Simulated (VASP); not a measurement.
Crystal: KCl (Sylvite).

```xyz
2
Lattice="0.0000 3.1465 3.1465 3.1465 0.0000 3.1465 3.1465 3.1465 0.0000" Properties=species:S:1:pos:R:3 pbc="T T T"
K     0.0000    0.0000    0.0000
Cl    3.1465    3.1465    3.1465
```

Base run:

* Program: VASP 6.6.1
* Functional: PBE
* Potentials or basis: VASP PAW PBE potentials, release 64 (K_sv, Cl)
* Cutoff: 520 eV
* k mesh: 8 × 8 × 8
* Occupations: gaussian, width 0.02 eV
* Spin: no spin polarisation

Its results: band gap on the k mesh 5.19 eV, direct.

**Question.** The run is repeated on the same cell with these changes: functional from PBE to r2SCAN. What comes out?

**Answer.** Band gap on the k mesh 5.83 eV, direct.

r2SCAN gives the wider gap, since meta-GGAs in the generalised Kohn-Sham scheme recover part of the derivative discontinuity.
